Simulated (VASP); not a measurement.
# Cs2AgBiBr6 (Fm-3m) in VASP: further runs

Runs on Cs2AgBiBr6. Level: PBEsol. Tasks: relaxation of cell and atoms, relaxation of the atoms.

All numbers are computed with VASP 6.6.1; they aren't measurements. Logs are shortened: lines on timing, memory, paths and dates and some standing lists are left out, and cuts for length are marked.

## (1) The crystal as given

The structure is cubic, space group Fm-3m (No. 225). Conventional cell: a = 11.187 Å, b = 11.187 Å, c = 11.187 Å, α = 90.00°, β = 90.00°, γ = 90.00°. Cs (site symmetry -43m) has 12 Br at 3.96 Å as nearest neighbours. Ag (site symmetry m-3m) is surrounded by 6 Br at 2.75 Å. Bi (site symmetry m-3m) is surrounded by 6 Br at 2.84 Å. Around Br (site symmetry 4mm) lie 1 Ag at 2.75 Å and 1 Bi at 2.84 Å.

## (2) Relaxation of cell and atoms, PBEsol

Contents of INCAR:

```
ALGO = Normal ; EDIFF = 1E-7
EDIFFG = -0.005 ; ENCUT = 600
GGA = PS ; IBRION = 2
ISIF = 3 ; ISMEAR = 0
KPAR = 2 ; LASPH = T
LCHARG = F ; LREAL = F
LWAVE = F ; NELM = 80
NSW = 90 ; PREC = Accurate
SIGMA = 0.03
```

Contents of KPOINTS:

```
k-points
0
Gamma
  4 4 4
```

Contents of POSCAR:

```
Cs2AgBiBr6                              
1.0
   -0.0000000000      5.5936098691      5.5936098691
    5.5936098691     -0.0000000000      5.5936098691
    5.5936098691      5.5936098691      0.0000000000
  Cs              Ag              Bi              Br            
     2     1     1     6
Direct
     0.2500000000000000    0.2500000000000000    0.2500000000000000
     0.7500000000000000    0.7500000000000000    0.7500000000000000
     0.5000000000000000    0.5000000000000000    0.5000000000000000
     0.0000000000000000    0.0000000000000000    1.0000000000000000
     0.2539881987594058    0.7460118012405942    0.2539881987594058
     0.2539881987594058    0.7460118012405942    0.7460118012405942
     0.7460118012405942    0.2539881987594058    0.7460118012405942
     0.7460118012405942    0.2539881987594058    0.2539881987594058
     0.2539881987594058    0.2539881987594058    0.7460118012405942
     0.7460118012405942    0.7460118012405942    0.2539881987594058
```

Potentials or basis: VASP PAW PBE potentials, release 64 (Cs_sv, Ag, Bi_d, Br).

On the command line:

```console
$ cat potpaw_PBE.64/Cs_sv/POTCAR potpaw_PBE.64/Ag/POTCAR potpaw_PBE.64/Bi_d/POTCAR potpaw_PBE.64/Br/POTCAR > POTCAR
$ mpirun -np 2 vasp_std > vasp.out
```

OUTCAR:

```text
EDIFF = 1E-7
   EDIFFG = -0.005
   ENCUT = 600
   GGA = PS
   IBRION = 2
   ISIF = 3
   ISMEAR = 0
   LASPH = T
   LREAL = F
   NELM = 80
   NSW = 90
   PREC = Accurate

 ion  position               nearest neighbor table
   1  0.250  0.250  0.250-
   2  0.750  0.750  0.750-
   3  0.500  0.500  0.500-   5 2.75   6 2.75   7 2.75   8 2.75   9 2.75  10 2.75
   4  0.000  0.000  0.000-   5 2.84   6 2.84   7 2.84   8 2.84   9 2.84  10 2.84
   5  0.254  0.746  0.254-   3 2.75   4 2.84
   6  0.254  0.746  0.746-   3 2.75   4 2.84
   7  0.746  0.254  0.746-   3 2.75   4 2.84
   8  0.746  0.254  0.254-   3 2.75   4 2.84
   9  0.254  0.254  0.746-   3 2.75   4 2.84
  10  0.746  0.746  0.254-   3 2.75   4 2.84

  LATTYP: Found a face centered cubic cell.
 ALAT       =    11.1872197382

  Lattice vectors:

 A1 = (   0.0000000000,   5.5936098691,   5.5936098691)
 A2 = (   5.5936098691,   0.0000000000,   5.5936098691)
 A3 = (   5.5936098691,   5.5936098691,   0.0000000000)

Analysis of symmetry for initial positions (statically):
=====================================================================
 Subroutine PRICEL returns:
 Original cell was already a primitive cell.

 Routine SETGRP: Setting up the symmetry group for a
 face centered cubic supercell.

 Subroutine GETGRP returns: Found 48 space group operations
 (whereof 48 operations were pure point group operations)
 out of a pool of 48 trial point group operations.

The static configuration has the point symmetry O_h .

Analysis of symmetry for dynamics (positions and initial velocities):
=====================================================================
 Subroutine PRICEL returns:
 Original cell was already a primitive cell.

 Routine SETGRP: Setting up the symmetry group for a
 face centered cubic supercell.

 Subroutine GETGRP returns: Found 48 space group operations
 (whereof 48 operations were pure point group operations)
 out of a pool of 48 trial point group operations.

The dynamic configuration has the point symmetry O_h .

 Subroutine INISYM returns: Found 48 space group operations
 (whereof 48 operations are pure point group operations),
 and found     1 'primitive' translations

----------------------------------------------------------------------------------------

                                     Primitive cell

  volume of cell :     350.0310

  direct lattice vectors                    reciprocal lattice vectors
     0.000000000  5.593609869  5.593609869    -0.089387714  0.089387714  0.089387714
     5.593609869  0.000000000  5.593609869     0.089387714 -0.089387714  0.089387714
     5.593609869  5.593609869  0.000000000     0.089387714  0.089387714 -0.089387714

  length of vectors
     7.910558940  7.910558940  7.910558940     0.154824062  0.154824062  0.154824062

  position of ions in fractional coordinates (direct lattice)
     0.250000000  0.250000000  0.250000000
     0.750000000  0.750000000  0.750000000
     0.500000000  0.500000000  0.500000000
     0.000000000  0.000000000  0.000000000
     0.253988199  0.746011801  0.253988199
     0.253988199  0.746011801  0.746011801
     0.746011801  0.253988199  0.746011801
     0.746011801  0.253988199  0.253988199
     0.253988199  0.253988199  0.746011801
     0.746011801  0.746011801  0.253988199

  ion indices of the primitive-cell ions
   primitive index   ion index
                 1           1
                 2           2
                 3           3
                 4           4
                 5           5
                 6           6
                 7           7
                 8           8
                 9           9
                10          10

----------------------------------------------------------------------------------------

 KPOINTS: k-points

Automatic generation of k-mesh.
 Grid dimensions read from file:
 generate k-points for:    4    4    4

 Generating k-lattice:

  Cartesian coordinates                     Fractional coordinates (reciprocal lattice)
    -0.022346929  0.022346929  0.022346929     0.250000000  0.000000000  0.000000000
     0.022346929 -0.022346929  0.022346929     0.000000000  0.250000000  0.000000000
     0.022346929  0.022346929 -0.022346929     0.000000000  0.000000000  0.250000000

  Length of vectors
     0.038706016  0.038706016  0.038706016

  Shift w.r.t. Gamma in fractional coordinates (k-lattice)
     0.000000000  0.000000000  0.000000000

 Subroutine IBZKPT returns following result:
 ===========================================

 Found      8 irreducible k-points:

 Following reciprocal coordinates:
            Coordinates               Weight
  0.000000  0.000000  0.000000      1.000000
  0.250000  0.000000  0.000000      8.000000
  0.500000  0.000000  0.000000      4.000000
  0.250000  0.250000  0.000000      6.000000
  0.500000  0.250000  0.000000     24.000000
 -0.250000  0.250000  0.000000     12.000000
  0.500000  0.500000  0.000000      3.000000
 -0.250000  0.500000  0.250000      6.000000
   k-points           NKPTS =      8   k-points in BZ     NKDIM =      8   number of bands    NBANDS=     51
   number of dos      NEDOS =    301   number of ions     NIONS =     10
   total plane-waves  NPLWV = 262144
   dimension x,y,z NGX =    64 NGY =   64 NGZ =   64
   dimension x,y,z NGXF=   128 NGYF=  128 NGZF=  128
   ions per type =               2   1   1   6
   NGX,Y,Z   is equivalent  to a cutoff of  13.45, 13.45, 13.45 a.u.
   NGXF,Y,Z  is equivalent  to a cutoff of  26.90, 26.90, 26.90 a.u.
 SYSTEM =  unknown system
   PREC   = accura    normal or accurate (medium, high low for compatibility)
   ISTART =      0    job   : 0-new  1-cont  2-samecut
   ICHARG =      2    charge: 1-file 2-atom 10-const
   ISPIN  =      1    spin polarized calculation?
   LNONCOLLINEAR =      F non collinear calculations
   LSORBIT =      F    spin-orbit coupling
   LASPH  =      T    aspherical Exc in radial PAW
   ENCUT  =  600.0 eV  44.10 Ry    6.64 a.u.  15.80 15.80 15.80*2*pi/ulx,y,z
   NELM   =     80;   NELMIN=  2; NELMDL= -5     # of ELM steps
   EDIFF  = 0.1E-06   stopping-criterion for ELM
   LREAL  =      F    real-space projection
   EDIFFG = -.5E-02   stopping-criterion for IOM
   NSW    =     90    number of steps for IOM
   IBRION =      2    ionic relax: 0-MD 1-quasi-New 2-CG
   NFREE  =      1    steps in history (QN), initial steepest desc. (CG)
   ISIF   =      3    stress and relaxation
   ISYM   =      2    0-nonsym 1-usesym 2-fastsym
   POTIM  = 0.5000    time-step for ionic-motion
   TEBEG  =    0.0;   TEEND  =   0.0 temperature during run
   PSTRESS=    0.0 pullay stress
   NELECT =      86.0000    total number of electrons
   NUPDOWN=      -1.0000    fix difference up-down
   EMIN   =  10.00;   EMAX   =-10.00  energy-range for DOS
   EFERMI =   0.00;   METHOD = LEGACY
   ISMEAR =     0;   SIGMA  =   0.03  broadening in eV -4-tet -1-fermi 0-gaus
   EFERMI_NEDOS =   21; number of points for ismear=-14 and -15
   IALGO  =     38    algorithm
   IMIX   =      4    mixing-type and parameters
     AMIX     =   0.40;   BMIX     =  1.00
     AMIX_MAG =   1.60;   BMIX_MAG =  1.00
  volume/ion in A,a.u.               =      35.00       236.21
  Fermi-wavevector in a.u.,A,eV,Ry     =   1.025350  1.937631 14.304385  1.051343
  Thomas-Fermi vector in A             =   2.159186
   LORBIT       =      0    0 simple, 1 ext, 2 COOP (PROOUT), +10 PAW based schemes
   GGA     = PS    functional components
   LHFCALC =     F    Hartree Fock is set to
   AEXX    =    0.0000 exact exchange contribution
   IVDW    =     0    specifies the selected vdW correction
   LEPSILON=     F    determine dielectric tensor
   LRPA    =     F    only Hartree local field effects (RPA)
 conjugate gradient relaxation of ions
 non-spin polarized calculation
 Gauss-broadening in eV      SIGMA  =   0.03
  energy-cutoff  :      600.00
  volume of cell :      350.03
 maximum number of plane-waves:     11708
   NGX = 31   NGY = 31   NGZ = 31

 number of electron      86.0000004 magnetization

 Free energy of the ion-electron system (eV)
  ---------------------------------------------------
  ext. energy  EPLUGINS =         0.00000000
  ---------------------------------------------------
  free energy    TOTEN  =       -31.82903586 eV

  energy without entropy =      -31.82903586  energy(sigma->0) =      -31.82903586

 E-fermi :   1.5870     XC(G=0):  -8.4212

 val. band max:        1.4419680078   @ k =   0.5000   0.5000   0.0000
 cond. band min:       2.5382478415   @ k =   0.5000   0.0000   0.0000
 fundamental gap:      1.0962798337
 Fermi energy:         1.5869602274

 k-point     1 :       0.0000    0.0000    0.0000
  band No.  band energies     occupation
      1     -21.6549      2.00000
      2     -21.6549      2.00000
      3     -21.6174      2.00000
      4     -21.6174      2.00000
      5     -21.6174      2.00000
      6     -19.3373      2.00000
[... 43 lines left out ...]
     50       6.4513      0.00000
     51       6.6484      0.00000

 k-point     2 :       0.2500    0.0000    0.0000
  band No.  band energies     occupation
      1     -21.6549      2.00000
      2     -21.6549      2.00000
      3     -21.6175      2.00000
      4     -21.6174      2.00000
      5     -21.6174      2.00000
      6     -19.3360      2.00000
[... 43 lines left out ...]
     50       6.4380      0.00000
     51       6.9034      0.00000

 k-point     3 :       0.5000    0.0000    0.0000
  band No.  band energies     occupation
      1     -21.6549      2.00000
      2     -21.6549      2.00000
      3     -21.6175      2.00000
      4     -21.6174      2.00000
      5     -21.6174      2.00000
      6     -19.3333      2.00000
[... 43 lines left out ...]
     50       6.7345      0.00000
     51       6.9035      0.00000

 k-point     4 :       0.2500    0.2500    0.0000
  band No.  band energies     occupation
      1     -21.6549      2.00000
      2     -21.6549      2.00000
      3     -21.6175      2.00000
      4     -21.6174      2.00000
      5     -21.6174      2.00000
      6     -19.3358      2.00000
[... 43 lines left out ...]
     50       6.6144      0.00000
     51       6.8890      0.00000

 k-point     5 :       0.5000    0.2500    0.0000
  band No.  band energies     occupation
      1     -21.6549      2.00000
      2     -21.6549      2.00000
      3     -21.6175      2.00000
      4     -21.6174      2.00000
      5     -21.6174      2.00000
      6     -19.3340      2.00000
[... 43 lines left out ...]
     50       6.9260      0.00000
     51       7.0123      0.00000

 k-point     6 :      -0.2500    0.2500    0.0000
  band No.  band energies     occupation
      1     -21.6549      2.00000
      2     -21.6549      2.00000
      3     -21.6174      2.00000
      4     -21.6174      2.00000
      5     -21.6174      2.00000
      6     -19.3345      2.00000
[... 43 lines left out ...]
     50       6.8361      0.00000
     51       6.8388      0.00000

 k-point     7 :       0.5000    0.5000    0.0000
  band No.  band energies     occupation
      1     -21.6550      2.00000
      2     -21.6549      2.00000
      3     -21.6175      2.00000
      4     -21.6175      2.00000
      5     -21.6174      2.00000
      6     -19.3343      2.00000
[... 43 lines left out ...]
     50       7.1761      0.00000
     51       7.2616      0.00000

 k-point     8 :      -0.2500    0.5000    0.2500
  band No.  band energies     occupation
      1     -21.6549      2.00000
      2     -21.6549      2.00000
      3     -21.6174      2.00000
      4     -21.6174      2.00000
      5     -21.6174      2.00000
      6     -19.3331      2.00000
[... 43 lines left out ...]
     50       7.1863      0.00000
     51       7.3401      0.00000

------------------------ aborting loop because EDIFF is reached ----------------------------------------

  FORCE on cell =-STRESS in cart. coord.  units (eV):
  Direction    XX          YY          ZZ          XY          YZ          ZX
  --------------------------------------------------------------------------------------
  -------------------------------------------------------------------------------------
  Total        0.0302128      0.0302128      0.0302128      0.0000000      0.0000000      0.0000000
  in kB        0.1382914      0.1382914      0.1382914      0.0000000      0.0000000      0.0000000
  external PRESSURE =       0.1382914 kB  Pullay stress =       0.0000000 kB

 VOLUME and BASIS-vectors are now :
 -----------------------------------------------------------------------------
  energy-cutoff  :      600.00
  volume of cell :      350.03
      direct lattice vectors                 reciprocal lattice vectors
     0.000000000  5.593609869  5.593609869    -0.089387714  0.089387714  0.089387714
     5.593609869  0.000000000  5.593609869     0.089387714 -0.089387714  0.089387714
     5.593609869  5.593609869  0.000000000     0.089387714  0.089387714 -0.089387714

 POSITION                                       TOTAL-FORCE (eV/Angst)
 -----------------------------------------------------------------------------------
      2.79680      2.79680      2.79680         0.000000      0.000000     -0.000000
      8.39041      8.39041      8.39041        -0.000000     -0.000000      0.000000
      5.59361      5.59361      5.59361        -0.000000      0.000000     -0.000000
      0.00000      0.00000      0.00000        -0.000000      0.000000     -0.000000
      5.59361      2.84142      5.59361        -0.000000     -0.001294      0.000000
      8.34580      5.59361      5.59361         0.001294      0.000000      0.000000
      5.59361      8.34580      5.59361        -0.000000      0.001294      0.000000
      2.84142      5.59361      5.59361        -0.001294      0.000000      0.000000
      5.59361      5.59361      2.84142        -0.000000      0.000000     -0.001294
      5.59361      5.59361      8.34580        -0.000000      0.000000      0.001294
 -----------------------------------------------------------------------------------
    total drift:                               -0.000000     -0.000000     -0.000000

  FREE ENERGIE OF THE ION-ELECTRON SYSTEM (eV)
  ---------------------------------------------------
  free  energy   TOTEN  =       -31.8290358625 eV

  energy  without entropy=      -31.8290358625  energy(sigma->0) =      -31.82903586

 reached required accuracy - stopping structural energy minimisation
```

Wall time 70 s (2 MPI ranks of Intel Xeon 6975P-C (Granite Rapids), shared host); peak memory 0.68 GiB.

Results:

- Free energy: -31.8290 eV
- Pressure after relaxing: 0.0 GPa
- Band gap on the k mesh: 1.10 eV, indirect (least direct gap 2.33 eV)

Final structure:
```yaml
crystal:
  lattice:
    - [0.00000, 5.59361, 5.59361]
    - [5.59361, 0.00000, 5.59361]
    - [5.59361, 5.59361, 0.00000]
  atoms:
    - { symbol: Cs, position: [0.25000, 0.25000, 0.25000] }
    - { symbol: Cs, position: [0.75000, 0.75000, 0.75000] }
    - { symbol: Ag, position: [0.50000, 0.50000, 0.50000] }
    - { symbol: Bi, position: [0.00000, 0.00000, 0.00000] }
    - { symbol: Br, position: [0.25399, 0.74601, 0.25399] }
    - { symbol: Br, position: [0.25399, 0.74601, 0.74601] }
    - { symbol: Br, position: [0.74601, 0.25399, 0.74601] }
    - { symbol: Br, position: [0.74601, 0.25399, 0.25399] }
    - { symbol: Br, position: [0.25399, 0.25399, 0.74601] }
    - { symbol: Br, position: [0.74601, 0.74601, 0.25399] }
```

Levels at points of the mesh, in eV from the valence-band top:
| k point | band 41 | band 42 | band 43 | band 44 | band 45 | band 46 |
| --- | --- | --- | --- | --- | --- | --- |
| (0.00, 0.00, 0.00) | -1.25 | -0.63 | -0.63 | 2.06 | 2.06 | 2.06 |
| (0.50, 0.00, 0.00) | -1.54 | -1.26 | -1.26 | 1.10 | 3.52 | 3.52 |
| (0.50, 0.50, 0.00) | -1.27 | -0.64 | 0.00 | 2.58 | 2.58 | 2.95 |

Caveat: the relaxation stopped at its first step, so nothing moved; the PAW data sets were made with another functional, which shifts forces and pressure a little; spin-orbit coupling is left out, which as a rule narrows the gap of such compounds by several tenths of an eV.

## (3) Relaxation of the atoms, PBEsol (a relaxed cell with its volume scaled by 0.94)

Contents of INCAR:

```
ALGO = Normal ; EDIFF = 1E-7
EDIFFG = -0.01 ; ENCUT = 600
GGA = PS ; IBRION = 2
ISIF = 2 ; ISMEAR = 0
KPAR = 2 ; LASPH = T
LCHARG = F ; LREAL = F
LWAVE = F ; NELM = 80
NSW = 40 ; PREC = Accurate
SIGMA = 0.03
```

KPOINTS is that of step 2.

Contents of POSCAR:

```
Cs2AgBiBr6                              
1.0
    0.0000000000      5.4794225253      5.4794225253
    5.4794225253      0.0000000000      5.4794225253
    5.4794225253      5.4794225253      0.0000000000
  Cs              Ag              Bi              Br            
     2     1     1     6
Direct
     0.2500000000000000    0.2500000000000000    0.2500000000000000
     0.7500000000000000    0.7500000000000000    0.7500000000000000
     0.5000000000000000    0.5000000000000000    0.5000000000000000
     0.0000000000000000    0.0000000000000000    0.0000000000000000
     0.2539881987594086    0.7460118012405914    0.2539881987594086
     0.2539881987594086    0.7460118012405914    0.7460118012405914
     0.7460118012405914    0.2539881987594086    0.7460118012405914
     0.7460118012405914    0.2539881987594086    0.2539881987594086
     0.2539881987594086    0.2539881987594086    0.7460118012405914
     0.7460118012405914    0.7460118012405914    0.2539881987594086
```

Potentials or basis: VASP PAW PBE potentials, release 64 (Cs_sv, Ag, Bi_d, Br).

On the command line:

```console
$ cat potpaw_PBE.64/Cs_sv/POTCAR potpaw_PBE.64/Ag/POTCAR potpaw_PBE.64/Bi_d/POTCAR potpaw_PBE.64/Br/POTCAR > POTCAR
$ mpirun -np 2 vasp_std > vasp.out
```

It took 2.2 min on 2 MPI ranks of Intel Xeon 6975P-C (Granite Rapids), shared host; peak memory 0.72 GiB.

The run converged. Its results:

```
Free energy               : -31.7042 eV
Energy gained by relaxing : 0.7 meV/atom
Ionic steps               : 3
Pressure after relaxing   : 2.0 GPa
Band gap on the k mesh    : 0.99 eV, indirect (least direct gap 2.34 eV)
```

The path:
| step | energy change (eV) | largest force (eV/Å) | pressure (GPa) |
| --- | --- | --- | --- |
| 1 | 0.0000 | 0.1605 | 2.09 |
| 2 | -0.0054 | 0.0720 | 2.03 |
| 3 | -0.0068 | 0.0006 | 1.99 |

Final structure:
```xyz
10
Lattice="0.0000 5.4794 5.4794 5.4794 0.0000 5.4794 5.4794 5.4794 0.0000" Properties=species:S:1:pos:R:3 pbc="T T T"
Cs    2.7397    2.7397    2.7397
Cs    8.2191    8.2191    8.2191
Ag    5.4794    5.4794    5.4794
Bi    0.0000    0.0000    0.0000
Br    5.4794    2.7975    5.4794
Br    8.1614    5.4794    5.4794
Br    5.4794    8.1614    5.4794
Br    2.7975    5.4794    5.4794
Br    5.4794    5.4794    2.7975
Br    5.4794    5.4794    8.1614
```

Levels at points of the mesh, in eV from the valence-band top:
```
           k point  band 40  band 41  band 42  band 43  band 44  band 45  band 46  band 47
(0.00, 0.00, 0.00)    -1.50    -1.50    -0.72    -0.72     1.91     1.91     1.91     3.32
(0.50, 0.00, 0.00)    -1.87    -1.74    -1.47    -1.47     0.99     3.58     3.58     4.66
(0.50, 0.50, 0.00)    -1.90    -1.53    -0.73     0.00     2.51     2.51     2.92     4.65
```

Caveat: the PAW data sets were made with another functional, which shifts forces and pressure a little; spin-orbit coupling is left out, which as a rule narrows the gap of such compounds by several tenths of an eV. A k mesh can miss the band edges.

(Continued in part 2 of 2.)
